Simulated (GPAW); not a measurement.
BN, 4 atoms in the cell. The structure is hexagonal, space group P6_3/mmc (No. 194). Conventional cell: a = 2.498 Å, b = 2.498 Å, c = 6.636 Å, α = 90.00°, β = 90.00°, γ = 120.00°. Around N (site symmetry -6m2) lie 3 B at 1.44 Å. B (site symmetry -6m2) has 3 N at 1.44 Å as nearest neighbours. 

| Quantity | Value |
| --- | --- |
| Program | GPAW 26.7.0 |
| Task | relaxation of cell and atoms |
| Functional | PBEsol |
| Potentials or basis | PAW data sets generated in the run's folder for this functional |
| Cutoff | 800 eV |
| Basis | pw |
| k mesh | 9 × 9 × 3 |
| Occupations | fermi-dirac, width 0.05 eV |
| Spin | no spin polarisation |
| Target pressure | 10 GPa |
| Maxiter | 150 |
| Optimizer | BFGS |
| Fmax | 0.02 eV/Å |
| Max steps | 60 |
| Target pressure | 10 GPa |
| Convergence | density=1e-05 forces=0.0001 |

Potentials or basis: PAW data sets generated in the run's folder for this functional, pw.

Launch:

```bash
$ gpaw-setup -f PBEsol B N
$ OMP_NUM_THREADS=1 python run.py
```

Hardware: 1 thread of Arm Neoverse V1, on a shared host.

Q: Estimate the wall time of this run.

A: Wall time 2.9 min on 1 thread of Arm Neoverse V1, on a shared host, peak memory 0.25 GiB. Counts: scf iterations 88, plane waves 1856, bands 18, k points 31, ion steps 9.
